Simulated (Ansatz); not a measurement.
## Na: relaxation step by step

Recipe of this trial structure of Na: random cell by space group and Wyckoff sites (P4/mmm, No. 123). The dimensions are guesses.

```yaml
crystal:
  lattice:
    - [2.67883, 0.00000, 0.00000]
    - [0.00000, 2.67883, 0.00000]
    - [0.00000, 0.00000, 4.99518]
  atoms:
    - { symbol: Na, position: [0.50000, 0.50000, 0.00000] }
```

Level of theory: DFT PBE, scalar-relativistic, plane waves, PAW (Ansatz). Cutoff 420 eV, Gaussian smearing, Γ-centred meshes. Cell and atoms relax first on a coarse mesh and then on a finer one. In between, the cell is made exact in the group found at 0.06 Å. In metals the finer mesh still leaves noise of several meV/atom or more. The steps can't lower the symmetry of their start. No spin polarisation.

Steps on the 6×6×4 mesh (1 atom, 14 steps). The free energy counts from the last step; the plane-wave basis is renewed at times, which shifts energy and pressure.

```tsv
step	ΔF (meV/atom)	V (Å³/atom)	P (GPa)
1	625.8	35.85	5.70
2	431.8	38.59	3.59
3	285.9	40.86	2.12
4	177.8	42.32	0.93
5	122.1	42.37	0.17
6	90.4	41.29	-0.31
7	69.0	39.17	-0.43
8	55.0	36.95	-0.23
9	43.5	34.61	0.07
10	21.7	34.61	1.02
11	15.5	35.63	0.76
12	1.3	38.27	0.20
13	0.3	39.31	0.02
14	0.0	39.31	0.05
```

The relaxed structure, after a last relaxation on the converged mesh:

Space group Pm-3m (No. 221). a = 3.418 Å, b = 3.418 Å, c = 3.418 Å, α = 90.00°, β = 90.00°, γ = 90.00°
| atom | site | symmetry | x | y | z |
| --- | --- | --- | --- | --- | --- |
| Na | 1b | m-3m | 0.5000 | 0.5000 | 0.5000 |

The symmetry goes from P4/mmm (No. 123) to Pm-3m (No. 221). The end has the simple cubic type. The volume per atom grows by 11.4 %, from 35.8 to 39.9 Å³. The shortest distance goes from 2.68 Å (Na–Na) to 3.42 Å (Na–Na). The energy falls by about 0.62 eV/atom (the start's value is from the coarse mesh). The end is written in a standard setting, so origin, axes and order of atoms can differ from the start's. Na is surrounded by 6 Na at 3.42 Å.

| Item | Value |
| --- | --- |
| Volume per atom | 39.91 Å³ |
| Density | 0.96 g/cm³ |
| Energy over the standard state | +0.12 eV/atom |
| Gap on the 16×16×16 mesh of the 1-atom cell | 0 eV (a metal) |

Energies count from the standard state of Na at the same level.

The last run used Gaussian smearing of 0.10 eV. A structure relaxed within its symmetry needn't be a true minimum. In all, the 4 runs took 24 s on 1 thread of Arm Neoverse V1, with other jobs on the host.
